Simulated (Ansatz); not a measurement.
Runs of Ansatz 0.2.0 on KCl (Sylvite). Symmetry: Fm-3m, No. 225, cubic system. The conventional cell has a = 6.293 Å, b = 6.293 Å, c = 6.293 Å, α = 90.00°, β = 90.00°, γ = 90.00°. K (site symmetry m-3m) is surrounded by 6 Cl at 3.15 Å. Cl (site symmetry m-3m) is surrounded by 6 K at 3.15 Å. 

```tsv
task	level	cutoff (eV)	points for each segment of the path	gap on the mesh (eV)	pressure (GPa)	V0 of scaled cells (Å³/atom)	B0 (GPa)
band structure	PBEsol	420	14	5.03	(c)	-	-
band structure	r2SCAN	500	14	5.83	0.0	-	-
equation of state	r2SCAN	500	-	-	-	31.15	(b)
equation of state	PBEsol	420	-	-	-	(a)	18
```

Alike in all rows: potentials or basis Ansatz PAW; no spin polarisation; cell as given; k mesh 7 × 7 × 7; smearing fermi-dirac 0.05 eV.

Task: Estimate the missing entries.

Result: (a) 30.43; (b) 19; (c) -0.4.

Caveats: the PAW data sets come from PBE, with cores solved anew for the run's functional, which leaves a small shift of forces and pressure (some runs); the PAW data sets were made with another functional, which shifts forces and pressure a little (some runs).

Runs at the PBE level aren't shown here.
